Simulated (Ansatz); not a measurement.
Crystal: Fe.

```
Fe
1.0
     0.00000    1.94174    1.96511
     1.49844    0.00000    1.96511
     1.49844    1.94174    0.00000
Fe
1
Direct
  0.00000 0.00000 0.00000
```

Base run:

- Program: Ansatz 0.2.0
- Functional: PBE
- Potentials or basis: Ansatz PAW
- Cutoff: 420 eV (not typed: the program's choice for these potentials)
- k mesh: 13 × 13 × 13
- Occupations: fermi-dirac, width 0.05 eV
- Spin: collinear spin, ferromagnetic start
- Starting moments: [3.0] μB

Its results: band gap on the k mesh none (metal or under the smearing width); pressure -1.1 GPa.

**Question.** The run is repeated on the same cell with these changes: spin from collinear spin, ferromagnetic start to no spin polarisation. What comes out?

**Answer.** Band gap on the k mesh none (metal or under the smearing width); pressure -19.6 GPa.
